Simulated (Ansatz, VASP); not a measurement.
# V in VASP and in Ansatz

```xyz
1
Lattice="0.0000 1.8677 1.8677 1.8677 0.0000 1.8677 1.8677 1.8677 0.0000" Properties=species:S:1:pos:R:3 pbc="T T T"
V     0.0000    0.0000    0.0000
```

Alike in both runs: task single point; functional revPBE; k mesh 16 × 16 × 16; occupations fermi-dirac, width 0.1 eV; no spin polarisation.

|  | VASP | Ansatz |
| --- | --- | --- |
| version | VASP 6.6.1 | Ansatz 0.2.0 |
| potentials or method | VASP PAW PBE potentials, release 64 (V_sv) | plane waves (420 eV) with PAW, scalar-relativistic |
| plane-wave cutoff (eV) | 520 | 420 |
| valence electrons in the cell | 13 | 13 |

```tsv
	VASP	Ansatz	Ansatz less VASP
pressure (GPa)	16.7	16.4	-0.28
```

Caveats: so large a pressure means that the cell lies far from this level's equilibrium, or that cutoff or potentials fall short (VASP); the potentials were made for another functional, which shifts forces and pressure (VASP).
